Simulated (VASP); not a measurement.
# BP: relaxed cell and band gap, by functional

BP, F-43m (no. 216), 2 atoms in the cell.

| Functional | Volume (Å³/atom) | Change from the starting volume (fraction) | Gap, path and mesh (eV) | Time (s) |
|---|---|---|---|---|
| OPTX + LYP (libxc) | 11.68 | 0.000 | 1.31 | 20 |
| Wu-Cohen (libxc) | 11.55 | -0.011 | 1.15 | 24 |
| SOGGA11 (libxc) | 11.47 | -0.018 | 0.97 | 27 |
| PBEint (libxc) | 11.63 | -0.005 | 1.10 | 25 |
| RGE2 (libxc) | 11.66 | -0.001 | 1.09 | 24 |
| PW91 (libxc) | 11.74 | 0.005 | 1.29 | 25 |
| N12 (libxc) | 11.30 | -0.033 | 1.31 | 28 |
| PBE (libxc) | 11.75 | 0.006 | 1.25 | 26 |

## Input of the first row

INCAR.step1:
```
PREC = Accurate ; ENCUT = 600
EDIFF = 1E-7 ; ISMEAR = 0
SIGMA = 0.02 ; LREAL = False
LASPH = True ; GGA_COMPAT = False
ALGO = Normal ; NELM = 150
ISIF = 3 ; LWAVE = False
LCHARG = False ; GGA = LIBXC
LIBXC1 = GGA_X_OPTX ; LIBXC2 = GGA_C_LYP
IBRION = 2 ; EDIFFG = -0.005
NSW = 60
```

INCAR.step2, as INCAR.step1 but for:
```
- NSW = 60
+ NSW = 40
```

INCAR.step3, as INCAR.step2 but for:
```
- ISIF = 3
- IBRION = 2
- EDIFFG = -0.005
- NSW = 40
+ ISIF = 2
+ NBANDS = 11
```

KPOINTS:
```
k-points
0
Gamma
  8 8 8
```

KPOINTS_OPT:
```
path GXWKGLUWLK,UX
8
line-mode
reciprocal
 0.0000000000  0.0000000000  0.0000000000  G
 0.5000000000  0.0000000000  0.5000000000  X

 0.5000000000  0.0000000000  0.5000000000  X
 0.5000000000  0.2500000000  0.7500000000  W

 0.5000000000  0.2500000000  0.7500000000  W
 0.3750000000  0.3750000000  0.7500000000  K

 0.3750000000  0.3750000000  0.7500000000  K
 0.0000000000  0.0000000000  0.0000000000  G

 0.0000000000  0.0000000000  0.0000000000  G
 0.5000000000  0.5000000000  0.5000000000  L

 0.5000000000  0.5000000000  0.5000000000  L
 0.6250000000  0.2500000000  0.6250000000  U

 0.6250000000  0.2500000000  0.6250000000  U
 0.5000000000  0.2500000000  0.7500000000  W

 0.5000000000  0.2500000000  0.7500000000  W
 0.5000000000  0.5000000000  0.5000000000  L

 0.5000000000  0.5000000000  0.5000000000  L
 0.3750000000  0.3750000000  0.7500000000  K

 0.6250000000  0.2500000000  0.6250000000  U
 0.5000000000  0.0000000000  0.5000000000  X
```

POSCAR.step1:
```
BP
1.0
    0.0000000000      2.2690000000      2.2690000000
    2.2690000000      0.0000000000      2.2690000000
    2.2690000000      2.2690000000      0.0000000000
P B
1 1
Direct
    0.7500000000      0.7500000000      0.7500000000
    0.0000000000      0.0000000000      0.0000000000
```

Commands (each step's output is kept before the next begins):
```
cat potpaw_PBE.64/P/POTCAR potpaw_PBE.64/B/POTCAR > POTCAR
cp INCAR.step1 INCAR
cp POSCAR.step1 POSCAR
mpirun -np 1 vasp_std > vasp.out
cp CONTCAR POSCAR
rm WAVECAR CHG
cp INCAR.step2 INCAR
mpirun -np 1 vasp_std > vasp.out
cp CONTCAR POSCAR
rm WAVECAR CHG
cp INCAR.step3 INCAR
mpirun -np 1 vasp_std > vasp.out
```

Changes of the last row against the first:
```
(all steps)
- LIBXC1 = GGA_X_OPTX
- LIBXC2 = GGA_C_LYP
+ LIBXC1 = GGA_X_PBE
+ LIBXC2 = GGA_C_PBE
```

VASP 6.6.1 took 20 s on 1 core (Intel Xeon 6975P-C (Granite Rapids)), a shared host.
